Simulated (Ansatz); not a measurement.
Crystal: Li.

```
Li
1.0
    -1.75465    1.75465    1.75465
     1.75465   -1.75465    1.75465
     1.75465    1.75465   -1.75465
Li
1
Direct
  0.00000 0.00000 0.00000
```

```yaml
Program: Ansatz 0.2.0
Task: relaxation of cell and atoms
Functional: BLYP
Dispersion: D3(BJ)
Potentials_or_basis: Ansatz PAW
Cutoff: "420 eV (not typed: the program's choice for these potentials)"
k_mesh: 11 × 11 × 11
Occupations: fermi-dirac, width 0.05 eV
Spin: no spin polarisation
```

At the start: volume 21.61 Å³/atom.

Question: Where does the relaxation end?

Answer: It ends after 6 steps and the volume is 15.72 Å³/atom (-27.3 %); space group Im-3m (No. 229, to 0.05 Å).

The path:
| step | energy change (eV) | largest force (eV/Å) | volume (Å³) |
| --- | --- | --- | --- |
| 1 | 0.0000 | 0.0000 | 21.61 |
| 2 | -0.0465 | 0.0000 | 19.18 |
| 3 | -0.0773 | 0.0000 | 16.41 |
| 4 | -0.0788 | 0.0000 | 15.56 |
| 5 | -0.0789 | 0.0000 | 15.72 |
| 6 | -0.0787 | 0.0000 | 15.72 |

Final structure:
```
Li
1.0
    -1.57796    1.57796    1.57796
     1.57796   -1.57796    1.57796
     1.57796    1.57796   -1.57796
Li
1
Direct
  0.00000 0.00000 0.00000
```

The cell as given is a measured one (21.61 Å³/atom); BLYP+D3(BJ) puts the equilibrium volume -27.3 % from it, thermal expansion not counted.

Caveat: the potentials were made for another functional, which shifts forces and pressure; the volume moved by over 15 % at a fixed basis, so the end points are rough; the plane-wave basis is chosen anew once the cell has moved, so the energies of steps on either side of that aren't comparable; the volume moved by -27 % from the deposited cell, more than functionals usually miss; pairwise dispersion overbinds metals, which lowers pressure and volume.
